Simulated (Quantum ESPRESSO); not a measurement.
# Ge (P6_3/mmc) in Quantum ESPRESSO: band structure with LDA

Aim: the band structure of Ge with LDA.

All numbers are computed with Quantum ESPRESSO 7.5; they aren't measurements. Logs are shortened: lines on timing, memory, paths and dates and some standing lists are left out, and cuts for length are marked.

## 1. The crystal as given

Symmetry: P6_3/mmc, No. 194, hexagonal system. Conventional cell: a = 3.998 Å, b = 3.998 Å, c = 6.599 Å, α = 90.00°, β = 90.00°, γ = 120.00°. Ge (site symmetry 3m) has 4 Ge at 2.45 to 2.47 Å as nearest neighbours.

This isn't the form of Ge at room conditions, which is diamond.

## 2. Band structure, LDA

pw.in

```
&CONTROL
  calculation = 'scf'
  prefix = 'pwscf'
  outdir = './tmp'
  pseudo_dir = './pseudo'
  tprnfor = .true.
  tstress = .true.
  disk_io = 'low'
/
&SYSTEM
  ibrav = 0
  celldm(1) = 8
  nat = 4
  ntyp = 1
  ecutwfc = 45
  ecutrho = 360
  nbnd = 38
  occupations = 'smearing'
  smearing = 'fd'
  degauss = 0.00367493
/
&ELECTRONS
  conv_thr = 8d-10
  electron_maxstep = 120
  mixing_beta = 0.5
/
ATOMIC_SPECIES
Ge    72.6300 ge_lda_v1.4.uspp.F.UPF
CELL_PARAMETERS alat
  0.9442928003925   0.0000000000000   0.0000000000000
 -0.4721464002081   0.8177815537664   0.0000000000000
  0.0000000000000   0.0000000000000   1.5588771147993
ATOMIC_POSITIONS crystal
Ge     0.3333333333    0.6666666667    0.9370987500
Ge     0.6666666667    0.3333333333    0.4370987500
Ge     0.3333333333    0.6666666667    0.5629012500
Ge     0.6666666667    0.3333333333    0.0629012500
K_POINTS automatic
8 8 4 0 0 0
```

bands.in

```
&CONTROL
  calculation = 'bands'
  prefix = 'pwscf'
  outdir = './tmp'
  pseudo_dir = './pseudo'
  disk_io = 'low'
  verbosity = 'high'
/
&SYSTEM
  ibrav = 0
  celldm(1) = 8
  nat = 4
  ntyp = 1
  ecutwfc = 45
  ecutrho = 360
  nbnd = 38
  occupations = 'smearing'
  smearing = 'fd'
  degauss = 0.00367493
/
&ELECTRONS
  conv_thr = 1d-08
  electron_maxstep = 120
  mixing_beta = 0.5
  diago_full_acc = .true.
  startingwfc = 'random'
/
ATOMIC_SPECIES
Ge    72.6300 ge_lda_v1.4.uspp.F.UPF
CELL_PARAMETERS alat
  0.9442928003925   0.0000000000000   0.0000000000000
 -0.4721464002081   0.8177815537664   0.0000000000000
  0.0000000000000   0.0000000000000   1.5588771147993
ATOMIC_POSITIONS crystal
Ge     0.3333333333    0.6666666667    0.9370987500
Ge     0.6666666667    0.3333333333    0.4370987500
Ge     0.3333333333    0.6666666667    0.5629012500
Ge     0.6666666667    0.3333333333    0.0629012500
K_POINTS crystal
60
 0.0000000000  0.0000000000  0.0000000000 1
 0.0625000000  0.0000000000  0.0000000000 1
 0.1250000000  0.0000000000  0.0000000000 1
 0.1875000000  0.0000000000  0.0000000000 1
 0.2500000000  0.0000000000  0.0000000000 1
 0.3125000000  0.0000000000  0.0000000000 1
 0.3750000000  0.0000000000  0.0000000000 1
 0.4375000000  0.0000000000  0.0000000000 1
 0.5000000000  0.0000000000  0.0000000000 1
 0.4583333333  0.0833333333  0.0000000000 1
 0.4166666667  0.1666666667  0.0000000000 1
 0.3750000000  0.2500000000  0.0000000000 1
 0.3333333333  0.3333333333  0.0000000000 1
 0.2962962963  0.2962962963  0.0000000000 1
 0.2592592593  0.2592592593  0.0000000000 1
 0.2222222222  0.2222222222  0.0000000000 1
 0.1851851852  0.1851851852  0.0000000000 1
 0.1481481481  0.1481481481  0.0000000000 1
 0.1111111111  0.1111111111  0.0000000000 1
 0.0740740741  0.0740740741  0.0000000000 1
 0.0370370370  0.0370370370  0.0000000000 1
 0.0000000000  0.0000000000  0.0000000000 1
 0.0000000000  0.0000000000  0.1250000000 1
 0.0000000000  0.0000000000  0.2500000000 1
 0.0000000000  0.0000000000  0.3750000000 1
 0.0000000000  0.0000000000  0.5000000000 1
 0.0625000000  0.0000000000  0.5000000000 1
 0.1250000000  0.0000000000  0.5000000000 1
 0.1875000000  0.0000000000  0.5000000000 1
 0.2500000000  0.0000000000  0.5000000000 1
 0.3125000000  0.0000000000  0.5000000000 1
 0.3750000000  0.0000000000  0.5000000000 1
 0.4375000000  0.0000000000  0.5000000000 1
 0.5000000000  0.0000000000  0.5000000000 1
 0.4666666667  0.0666666667  0.5000000000 1
 0.4333333333  0.1333333333  0.5000000000 1
 0.4000000000  0.2000000000  0.5000000000 1
 0.3666666667  0.2666666667  0.5000000000 1
 0.3333333333  0.3333333333  0.5000000000 1
 0.3030303030  0.3030303030  0.5000000000 1
 0.2727272727  0.2727272727  0.5000000000 1
 0.2424242424  0.2424242424  0.5000000000 1
 0.2121212121  0.2121212121  0.5000000000 1
 0.1818181818  0.1818181818  0.5000000000 1
 0.1515151515  0.1515151515  0.5000000000 1
 0.1212121212  0.1212121212  0.5000000000 1
 0.0909090909  0.0909090909  0.5000000000 1
 0.0606060606  0.0606060606  0.5000000000 1
 0.0303030303  0.0303030303  0.5000000000 1
 0.0000000000  0.0000000000  0.5000000000 1
 0.5000000000  0.0000000000  0.5000000000 1
 0.5000000000  0.0000000000  0.3750000000 1
 0.5000000000  0.0000000000  0.2500000000 1
 0.5000000000  0.0000000000  0.1250000000 1
 0.5000000000  0.0000000000  0.0000000000 1
 0.3333333333  0.3333333333  0.0000000000 1
 0.3333333333  0.3333333333  0.1250000000 1
 0.3333333333  0.3333333333  0.2500000000 1
 0.3333333333  0.3333333333  0.3750000000 1
 0.3333333333  0.3333333333  0.5000000000 1
```

Potentials or basis: GBRV 1.5 LDA.

Launch:

```bash
OMP_NUM_THREADS=1 mpirun -n 2 pw.x -nk 2 -in pw.in > pw.out
OMP_NUM_THREADS=1 mpirun -n 2 pw.x -nk 2 -in bands.in > bands.out
```

pw.out:

```text
This program is part of the open-source Quantum ESPRESSO suite
     for quantum simulation of materials; please cite
[... 13 lines left out ...]
     --------------------
     sticks:   dense  smooth     PW     G-vecs:    dense   smooth      PW
     Sum        1417     703    211                71103    25115    4007

     Using Slab Decomposition

     bravais-lattice index     =            0
     lattice parameter (alat)  =       8.0000  a.u.
     unit-cell volume          =     616.3478 (a.u.)^3
     number of atoms/cell      =            4
     number of atomic types    =            1
     number of electrons       =        56.00
     number of Kohn-Sham states=           38
     kinetic-energy cutoff     =      45.0000  Ry
     charge density cutoff     =     360.0000  Ry
     scf convergence threshold =      8.0E-10
     mixing beta               =       0.5000
     number of iterations used =            8  plain     mixing
     Exchange-correlation=  SLA  PZ   NOGX NOGC
                           (   1   1   0   0   0   0   0)

     celldm(1)=   8.000000  celldm(2)=   0.000000  celldm(3)=   0.000000
     celldm(4)=   0.000000  celldm(5)=   0.000000  celldm(6)=   0.000000

     crystal axes: (cart. coord. in units of alat)
               a(1) = (   0.944293   0.000000   0.000000 )
               a(2) = (  -0.472146   0.817782   0.000000 )
               a(3) = (   0.000000   0.000000   1.558877 )

     reciprocal axes: (cart. coord. in units 2 pi/alat)
               b(1) = (  1.058994  0.611410 -0.000000 )
               b(2) = (  0.000000  1.222820  0.000000 )
               b(3) = (  0.000000 -0.000000  0.641487 )

     PseudoPot. # 1 for Ge read from file:
     ge_lda_v1.4.uspp.F.UPF
     Pseudo is Ultrasoft + core correction, Zval = 14.0
     Generated by new atomic code, or converted to UPF format
     Using radial grid of  873 points,  6 beta functions with:
                l(1) =   0
                l(2) =   0
                l(3) =   1
                l(4) =   1
                l(5) =   2
                l(6) =   2
     Q(r) pseudized with  8 coefficients,  rinner =    1.400   1.400   1.400
                                                       1.400   1.400

     atomic species   valence    mass     pseudopotential
     Ge               14.00    72.63000     Ge( 1.00)

     24 Sym. Ops., with inversion, found (12 have fractional translation)

   Cartesian axes

     site n.     atom                  positions (alat units)
         1        Ge     tau(   1) = (  -0.0000000   0.5451877   1.4608218  )
         2        Ge     tau(   2) = (   0.4721464   0.2725939   0.6813832  )
         3        Ge     tau(   3) = (  -0.0000000   0.5451877   0.8774939  )
         4        Ge     tau(   4) = (   0.4721464   0.2725939   0.0980553  )

     number of k points=    30  Fermi-Dirac smearing, width (Ry)=  0.0037
                       cart. coord. in units 2pi/alat
        k(    1) = (   0.0000000   0.0000000   0.0000000), wk =   0.0078125
        k(    2) = (   0.0000000   0.0000000   0.1603718), wk =   0.0156250
        k(    3) = (   0.0000000   0.0000000  -0.3207437), wk =   0.0078125
        k(    4) = (   0.0000000   0.1528526   0.0000000), wk =   0.0468750
        k(    5) = (   0.0000000   0.1528526   0.1603718), wk =   0.0937500
        k(    6) = (   0.0000000   0.1528526  -0.3207437), wk =   0.0468750
[... 22 lines left out ...]
        k(   29) = (   0.2647484   0.6114102   0.1603718), wk =   0.0937500
        k(   30) = (   0.2647484   0.6114102  -0.3207437), wk =   0.0468750

     Dense  grid:    71103 G-vectors     FFT dimensions: (  45,  45,  80)

     Smooth grid:    25115 G-vectors     FFT dimensions: (  36,  36,  54)

     Initial potential from superposition of free atoms

     starting charge      55.9972, renormalised to      56.0000
     Starting wfcs are   36 randomized atomic wfcs +    2 random wfcs

     Self-consistent Calculation

     iteration #  1     ecut=    45.00 Ry     beta= 0.50
     Davidson diagonalization with overlap
     ethr =  1.00E-02,  avg # of iterations =  5.2

     Threshold (ethr) on eigenvalues was too large:
     Diagonalizing with lowered threshold

     Davidson diagonalization with overlap
     ethr =  1.20E-04,  avg # of iterations =  3.3

     total energy              =    -852.33757353 Ry
     estimated scf accuracy    <       0.06880435 Ry
[... 36 lines left out ...]
     iteration #  7     ecut=    45.00 Ry     beta= 0.50
     Davidson diagonalization with overlap
     ethr =  8.33E-11,  avg # of iterations =  2.1

     End of self-consistent calculation

          k = 0.0000 0.0000 0.0000 (  3099 PWs)   bands (ev):

   -16.8821 -16.8821 -16.8442 -16.8442 -16.8435 -16.8305 -16.8178 -16.8178
   -16.7660 -16.7660 -16.6421 -16.6421 -16.6287 -16.6129 -16.6092 -16.6092
   -16.5910 -16.5910 -16.5615 -16.5615  -4.7282  -2.6956   0.4364   6.6149
     6.6149   7.8638   7.8808   7.9303   8.2059   8.2059  10.3309  10.3309
    10.8066  12.6165  12.6165  14.0037  15.4587  15.4587
[... 83 lines left out ...]
   -16.8791 -16.8791 -16.8763 -16.8763 -16.8254 -16.8254 -16.7699 -16.7699
   -16.7519 -16.7519 -16.6617 -16.6617 -16.6558 -16.6558 -16.6182 -16.6182
   -16.5650 -16.5650 -16.5595 -16.5595  -2.6256  -2.6256   0.9249   0.9249
     5.3650   5.3650   5.8469   5.8469   8.7510   8.7510  10.5956  10.5956
    13.9972  13.9972  15.4198  15.4198  16.6555  16.6555

          k = 0.0000-0.6114 0.0000 (  3138 PWs)   bands (ev):

   -16.8957 -16.8917 -16.8875 -16.8657 -16.8195 -16.8014 -16.7712 -16.7378
   -16.7215 -16.7087 -16.7077 -16.7026 -16.6981 -16.6414 -16.6297 -16.6289
   -16.5725 -16.5536 -16.5454 -16.5411  -2.7569  -1.1157  -0.5976   1.2873
     3.5041   5.0294   5.2691   6.6481   8.5399   9.6324  11.5754  11.7740
    12.3686  13.5512  15.5441  16.0780  17.4066  18.2289

          k = 0.0000-0.6114 0.1604 (  3152 PWs)   bands (ev):

   -16.8885 -16.8884 -16.8802 -16.8702 -16.8238 -16.8017 -16.7728 -16.7641
   -16.7556 -16.7240 -16.6784 -16.6705 -16.6704 -16.6466 -16.6315 -16.6283
   -16.5679 -16.5603 -16.5496 -16.5489  -2.5923  -1.5000  -0.3630   0.8784
     4.1563   5.2028   5.8066   6.3102   8.6134   8.6828  10.9423  11.5318
    12.4756  13.4141  16.1869  17.6897  17.7197  18.0733

          k = 0.0000-0.6114-0.3207 (  3164 PWs)   bands (ev):

   -16.8799 -16.8799 -16.8751 -16.8751 -16.8207 -16.8207 -16.7791 -16.7791
   -16.7465 -16.7465 -16.6599 -16.6599 -16.6432 -16.6432 -16.6341 -16.6341
   -16.5645 -16.5645 -16.5580 -16.5580  -2.1286  -2.1286   0.1734   0.1734
     5.5356   5.5356   5.6842   5.6842   8.5176   8.5176  10.1576  10.1576
    14.1567  14.1567  15.5588  15.5588  18.4522  18.4522
[... 115 lines left out ...]
   -16.8964 -16.8964 -16.8744 -16.8744 -16.8096 -16.8096 -16.7481 -16.7481
   -16.7328 -16.7328 -16.6904 -16.6904 -16.6650 -16.6650 -16.6374 -16.6374
   -16.5645 -16.5645 -16.5411 -16.5411  -1.7512  -1.7512  -0.0232  -0.0232
     3.9651   3.9651   6.0205   6.0205   9.2593   9.2593  12.2604  12.2604
    12.8078  12.8078  15.1338  15.1338  16.1625  16.1625

     the Fermi energy is     8.0284 ev

!    total energy              =    -852.33601301 Ry
     estimated scf accuracy    <          6.9E-10 Ry
     smearing contrib. (-TS)   =      -0.00010733 Ry
     internal energy E=F+TS    =    -852.33590568 Ry

     The total energy is F=E-TS. E is the sum of the following terms:
     one-electron contribution =    -561.16368039 Ry
     hartree contribution      =     331.23389779 Ry
     xc contribution           =    -229.06154888 Ry
     ewald contribution        =    -393.34457420 Ry

     convergence has been achieved in   7 iterations

     Forces acting on atoms (cartesian axes, Ry/au):

     atom    1 type  1   force =    -0.00000000   -0.00000000    0.00009616
     atom    2 type  1   force =     0.00000000    0.00000000    0.00009616
     atom    3 type  1   force =     0.00000000   -0.00000000   -0.00009616
     atom    4 type  1   force =     0.00000000    0.00000000   -0.00009616

     Total force =     0.000192     Total SCF correction =     0.000054
     SCF correction compared to forces is large: reduce conv_thr to get better values

     Computing stress (Cartesian axis) and pressure

          total   stress  (Ry/bohr**3)                   (kbar)     P=      -21.29
  -0.00013823  -0.00000000  -0.00000000          -20.33       -0.00       -0.00
  -0.00000000  -0.00013823  -0.00000000           -0.00      -20.33       -0.00
   0.00000000   0.00000000  -0.00015775            0.00        0.00      -23.21

=------------------------------------------------------------------------------=
   JOB DONE.
=------------------------------------------------------------------------------=
```

It took 87 s on 2 MPI ranks of Arm Neoverse V2, shared host; peak memory 0.4 GiB.

What came out:

```
Free energy             : -11596.6222 eV
Pressure                : -2.1 GPa
Band gap along the path : none (metal or under the smearing width)
```

Forces in eV/Å, atoms in the order of the input:
```
Ge   0.000  0.000  0.002
Ge   0.000  0.000  0.002
Ge   0.000  0.000 -0.002
Ge   0.000  0.000 -0.002
```

Stress tensor (GPa, compression positive):
```
-2.03  0.00  0.00
 0.00 -2.03  0.00
 0.00  0.00 -2.32
```

Levels at the corners of the path, in eV from the Fermi level:
| point | band 26 | band 27 | band 28 | band 29 | band 30 | band 31 |
| --- | --- | --- | --- | --- | --- | --- |
| Γ | -0.16 | -0.15 | -0.10 | 0.18 | 0.18 | 2.30 |
| M | -3.00 | -2.76 | -1.38 | 0.51 | 1.60 | 3.55 |
| K | -3.41 | -3.41 | -3.14 | 1.47 | 4.53 | 4.53 |
| Γ | -0.16 | -0.15 | -0.10 | 0.18 | 0.18 | 2.30 |
| A | -0.79 | -0.79 | -0.79 | 0.63 | 0.63 | 3.40 |
| L | -2.49 | -2.34 | -2.34 | 0.49 | 0.49 | 2.13 |
| H | -4.23 | -1.96 | -1.96 | 1.23 | 1.23 | 4.11 |
| A | -0.79 | -0.79 | -0.79 | 0.63 | 0.63 | 3.40 |
| L | -2.49 | -2.34 | -2.34 | 0.49 | 0.49 | 2.13 |
| M | -3.00 | -2.76 | -1.38 | 0.51 | 1.60 | 3.55 |
| K | -3.41 | -3.41 | -3.14 | 1.47 | 4.53 | 4.53 |
| H | -4.23 | -1.96 | -1.96 | 1.23 | 1.23 | 4.11 |

## 3. For comparison

An earlier run on the cell as given: functional PBEsol; potentials or basis GBRV 1.5 PBEsol; cutoff 612 eV; density cutoff 4898 eV; k mesh 8 × 8 × 4; occupations fermi-dirac, width 0.05 eV; no spin polarisation.

* Pressure: -0.3 GPa
* Largest force: 0.004 eV/Å
* Band gap on the k mesh: 0.11 eV, indirect (least direct gap 0.17 eV)
